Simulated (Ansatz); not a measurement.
Clean, relaxed (100) surface of AlP, space group F-43m (No. 216) (top face towards +c; atoms held fixed, by place in the list: 1, 2, 3):

```
CELL_PARAMETERS angstrom
3.87390 0.00000 0.00000
0.00000 3.87390 0.00000
0.00000 0.00000 23.84815
ATOMIC_POSITIONS crystal
P 0.00000 0.50000 0.35642
Al 0.50000 0.50000 0.41385
P 0.50000 0.00000 0.47128
Al 0.00000 0.00000 0.52645
P 0.00000 0.50000 0.58639
Al 0.50000 0.50000 0.64357
```

Level of theory: DFT r2SCAN, scalar-relativistic, plane waves, PAW (Ansatz 0.2.0). Cutoff 500 eV; k points 7×7×1 on the computed 6-atom cell (Γ-centred); Gaussian smearing, width 0.05 eV; no spin polarisation. A dipole correction removes the field between periodic images along c.

H2 is put at the top (Al) at (0.50, 0.50) site, one adsorbate per 15.0 Å², and relaxed. The adsorption energy is E(slab + adsorbate) − E(slab) − E(free adsorbate, spin-polarised where open-shell). Heights count from the highest slab atom after relaxation. Bonded neighbours lie within 1.25 times the sum of covalent radii (1.35 for H) and, on that scale, within 12 % of the closest. With the adsorbate the cell is lengthened along c to keep the vacuum.

Q: How strongly does it bind, and where does its anchoring atom end?

A: -0.49 eV; at (0.50, 0.22), 1 bonded neighbour (Al).

Q: How high does its anchoring atom sit over the highest slab atom, and what is the shortest contact with the surface?

A: 1.16 Å; H–Al 1.68 Å.

Q: The clean face has a work function of 4.83 eV. How does the adsorbate change it?

A: By 0.00 eV.

Q: Does the adsorbate stay in one piece?

A: No, it dissociates on the surface.

Each end is the local minimum or symmetric point that its start leads to. The slab is only 6.8 Å thick, so the energies aren't converged with thickness.

For at least one of the starts the bottom face's work function also shifts by over 0.1 eV: the slab is too thin to screen the adsorbate, so the work functions aren't converged with thickness.